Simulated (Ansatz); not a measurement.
Relaxed ZnTe (zinc blende):

```
ZnTe
1.0
    0.00000     3.08955     3.08955
    3.08955     0.00000     3.08955
    3.08955     3.08955     0.00000
Te Zn
1 1
Direct
  0.75000   0.75000   0.75000
  0.00000   0.00000   0.00000
```

In each cell atom 1 (Te, nearest neighbour Zn at 2.676 Å; its periodic images, 4.4 Å or more away, move with it) moves by s·(0.707, 0.707, 0.000) (along Cartesian [110]), the rest being held.

Calculation: PBE (plane waves to 420 eV, PAW, scalar-relativistic; Ansatz, a program for electronic structure). k mesh 8×8×8 (Γ-centred), Fermi-Dirac smearing 0.05 eV. The energy includes the smearing's −TS. F∥ is the force on the atom along that direction. Spin-orbit coupling is left out, though Te is heavy. ZnTe was relaxed with its symmetry unable to fall. The zero of ΔE is the undisplaced structure.

### Question
Estimate the ΔE (meV/cell) and F∥ (eV/Å) for s (Å) = -0.800, -0.640, -0.160, 0.160, 0.320.

### Answer
| s (Å) | ΔE (meV/cell) | F∥ (eV/Å) |
|---|---|---|
| -0.800 | 1946 | 6.059 |
| -0.640 | 1133 | 4.181 |
| -0.160 | 58 | 0.741 |
| 0.160 | 58 | -0.741 |
| 0.320 | 244 | -1.608 |

(For displaced atoms, the force is minus the slope of the energy, and its curvature is a force constant, which sets phonon frequencies.)
